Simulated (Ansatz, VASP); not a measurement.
# Two plane-wave programs on Rb

Contents of INCAR:

```
ALGO = Fast ; EDIFF = 1E-6
ENCUT = 520 ; GGA = PS
ISIF = 2 ; ISMEAR = 0
LASPH = True ; LCHARG = True
LELF = True ; LREAL = False
LVHAR = True ; LWAVE = False
NBANDS = 10 ; NELM = 100
PREC = Accurate ; SIGMA = 0.15
```

KPOINTS

```
k-points
0
Gamma
  12 12 12
```

File POSCAR:

```
Rb
1.0
   -2.6937600000      2.6937600000      3.0304800000
    2.6937600000     -2.6937600000      3.0304800000
    2.6937600000      2.6937600000     -3.0304800000
Rb
1
Direct
    0.0000000000      0.0000000000      0.0000000000
```

Input for Ansatz:

```yaml
crystal:
  lattice:
    - [-2.69376, 2.69376, 3.03048]
    - [2.69376, -2.69376, 3.03048]
    - [2.69376, 2.69376, -3.03048]
  atoms:
    - { symbol: Rb, position: [0.0, 0.0, 0.0] }
basis:
  ecutwfc: 420
kpoints:
  mp_grid: { grid: [12, 12, 12] }
hamiltonian:
  xc: pbesol
scf:
  occupations: { method: gaussian, width: 0.15 }
output:
  forces: true
  stress: true
  eigenvalues: true
  write_density: true
  write_potential: true
  elf: true
  volumetric_format: npy
```

Change from the starting cell: strain -0.040 along x and y, +0.080 along z, atoms carried along.

Alike in both runs: task single point; functional PBEsol; k mesh 12 × 12 × 12; occupations gaussian, width 0.15 eV; no spin polarisation.

|  | VASP | Ansatz |
| --- | --- | --- |
| version | VASP 6.6.1 | Ansatz 0.2.0 |
| potentials or method | VASP PAW PBE potentials, release 64 (Rb_sv) | scalar-relativistic, plane waves, PAW |
| plane-wave cutoff (eV) | 520 | 420 |
| valence electrons in the cell | 9 | 9 |

```csv
,VASP,Ansatz,Ansatz less VASP
gap on the k mesh at the Fermi level (eV),none,none,-
pressure (GPa),0.0,0.0,0.00
```

A gap of «none» marks a metal or a gap that the smearing closes.

Caveats: the PAW data sets were made with another functional, which shifts forces and pressure a little (VASP).
